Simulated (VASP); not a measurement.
Input of a VASP 6.6.1 run:

Contents of POSCAR:

```
KI
1.0
    0.0000000000      3.5081227330      3.5081227330
    3.5081227330      0.0000000000      3.5081227330
    3.5081227330      3.5081227330      0.0000000000
  K               I
     1     1
Direct
     0.0000000000000000    0.0000000000000000    0.0000000000000000
     0.5000000000000000    0.5000000000000000    0.5000000000000000
```

INCAR.step1

```
PREC = Accurate
ENCUT = 600
EDIFF = 1E-8
ISMEAR = 0
SIGMA = 0.03
LREAL = False
LASPH = True
NELM = 80
ALGO = Normal
ISIF = 3
LWAVE = False
LCHARG = False
GGA = PS
IBRION = 2
NSW = 40
EDIFFG = -0.002
```

Contents of INCAR.step2:

```
PREC = Accurate
ENCUT = 600
EDIFF = 1E-8
ISMEAR = 0
SIGMA = 0.03
LREAL = False
LASPH = True
NELM = 80
ALGO = Normal
ISIF = 3
LWAVE = False
LCHARG = False
GGA = PS
IBRION = 6
NFREE = 2
POTIM = 0.015
NSW = 1
```

Contents of KPOINTS:

```
Automatic mesh
0
Gamma
  8 8 8
```

Potentials or basis: VASP PAW PBE potentials, release 64 (K_sv, I).

Run with:

```console
$ cat potpaw_PBE.64/K_sv/POTCAR potpaw_PBE.64/I/POTCAR > POTCAR
$ cp INCAR.step1 INCAR
$ mpirun -np 1 vasp_std > vasp.out
$ cp CONTCAR POSCAR
$ cp INCAR.step2 INCAR
$ mpirun -np 1 vasp_std > vasp.out
```

What does it give for the elastic constants C11, C12, C44?

30, 3, 3 GPa.

Predict the Voigt bulk modulus.

12 GPa.

Predict the highest phonon frequency at Γ, LO-TO splitting left out.

99 cm⁻¹.

Phonon frequencies in cm⁻¹ (negative: imaginary):
```csv
q point,frequencies
"(0.000, 0.000, 0.000)",0 0 0 99 99 99
```

Caveat: the PAW data sets were made with another functional, which shifts forces and pressure a little. The run has no spin-orbit coupling, so splittings on I are missing.
